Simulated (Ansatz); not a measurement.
# Where the states of MgTe lie

```cif
data_structure
_symmetry_space_group_name_H-M 'P 1'
_symmetry_Int_Tables_number 1
_cell_length_a 4.5400
_cell_length_b 4.5400
_cell_length_c 7.3950
_cell_angle_alpha 90.000
_cell_angle_beta 90.000
_cell_angle_gamma 120.000
_cell_volume 132.00
loop_
_atom_site_label
_atom_site_type_symbol
_atom_site_fract_x
_atom_site_fract_y
_atom_site_fract_z
_atom_site_occupancy
Mg1 Mg 0.33333 0.66667 0.00000 1
Mg2 Mg 0.66667 0.33333 0.50000 1
Te1 Te 0.33333 0.66667 0.37000 1
Te2 Te 0.66667 0.33333 0.87000 1
```

The runs use the primitive cell with vectors (4.540, 0.000, 0.000), (-2.270, 3.932, 0.000), (0.000, 0.000, 7.395) Å, to which the k mesh refers.

The cell is COD entry 1538744, as deposited and not checked against the literature; nothing was relaxed.

No spin–orbit coupling, which matters for the heavy atoms here.

All numbers below come from DFT, PBEsol, all-electron LAPW, scalar-relativistic (Ansatz 0.2.0).

Numerical set-up: a Γ-centred 9×9×5 k mesh, Fermi–Dirac smearing of 0.03 eV, basis error target 0.5 meV/atom, no spin polarisation.

Task: Which of the resolved shells contributes most in the top eV of the valence band?

Result: Te 5p, with 96 % of all states there; Mg 3s follows with 1 %.

Task: Tabulate the density of states.

Result: States per eV and cell, averaged over 0.6 eV, from -3.4 to 3.6 eV, with energies (bin centres) from the valence-band top; empty bins are left out. The partial columns, the largest 3 alone, are projections on Löwdin-orthogonalised atomic shells (those that the program's projection atoms carry: the occupied ones and, for some elements, an empty d or f shell; other empty shells have no column), summed over atoms of an element. Weights on diffuse s and p shells depend on that basis and aren't pure angular character.
| E (eV) | total | Te 5p | Mg 3s | Te 5s |
| --- | --- | --- | --- | --- |
| -3.2 | 3.34 | 2.42 | 0.84 | 0.04 |
| -2.6 | 2.36 | 1.75 | 0.48 | 0.09 |
| -2.0 | 2.49 | 2.21 | 0.17 | 0.05 |
| -1.4 | 4.02 | 3.75 | 0.11 | 0.03 |
| -0.8 | 6.24 | 5.96 | 0.05 | 0.01 |
| -0.2 | 1.55 | 1.51 | 0.00 | 0.00 |
| 2.8 | 0.15 | 0.01 | 0.06 | 0.01 |
| 3.4 | 3.08 | 0.31 | 0.84 | 0.12 |
